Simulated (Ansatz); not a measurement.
# Calculated records

## BaTiO3 (Pm-3m): band gap by G0W0 on HSE06

The structure is cubic, space group Pm-3m (No. 221). The conventional cell has a = 4.006 Å, b = 4.006 Å, c = 4.006 Å, α = 90.00°, β = 90.00°, γ = 90.00°. Ba has 12 O at 2.83 Å nearest. Ti has 6 O at 2.00 Å nearest. Nearest to O lie 2 Ti at 2.00 Å and 4 Ba at 2.83 Å. Farther neighbours and most contacts between anions are not listed.

| Item | Value |
| --- | --- |
| method | G0W0 on HSE06, plane waves, PAW (and 1 further level or step) |
| program | Ansatz 0.2.0 |
| settings of one run | cutoff 420 eV, 4×4×4 k-mesh, default PAW, empty bands 236, screening cutoff 138 eV, screening contour deformation, QP bands (v2, c2) |
| cost | 2 runs, 66 s in all on 1 × NVIDIA H100 80GB HBM3 (shared by 6 runs) with 3 threads of AMD EPYC 7R13 (Zen 3), shared host (the runs of this entry) |
| notes | In doubt: masses and optical values from hybrid runs of this build are listed as unsure (in some of the runs), which bears on the screening that GW takes from such a start. The cell and positions come from the Crystallography Open Database and are kept as given unless a step says otherwise. Limits: no spin-orbit coupling. The differences hold parts that these runs do not separate: finite bands, cutoffs and mesh, points of the zone that were not corrected, the start of G0W0, spin-orbit coupling missing from it, static nuclei, no electron-hole attraction, and what each experiment reads as the gap. How much each gives is not known from the steps shown. |
| HSE06 gap over mesh and listed points | 3.186 eV, from k = (0.500, 0.500, 0.500) to k = Γ |
| G0W0@HSE06 gap over 8 of 10 irreducible mesh points | 3.407 eV, from k = (-0.500, -0.500, -0.500) to k = Γ |
| GW settings | 4×4×4 mesh, 236 empty bands, screening to 138 eV |
| known limits | finite bands, screening cutoff and k mesh; no spin-orbit coupling in G0W0 |

Over 8 of 10 irreducible mesh points the G0W0 gap is 3.407 eV, from k = (-0.500, -0.500, -0.500) to k = Γ. The HSE06 gap of this run on the mesh is 3.186 eV. The two states that bound the G0W0 gap lie that far apart at the start, so the correction of the gap is 3.407 − 3.186 = +0.221 eV. The valence state moves by 9.549 − 9.213 = +0.336 eV and the conduction state by 12.956 − 12.399 = +0.557 eV, on the run's own scale; how far single levels stand from their limit in bands is not shown.

[Runs of the session that timed out or met a known fault of the program may be left out.]

[Cells called generated may have been cut or substituted from an entry of the Crystallography Open Database or the Materials Project.]

[Hosts, paths, dates, database ids (printed as entryN), source tags and the programs' standing remarks are cut or masked in the printed files.]
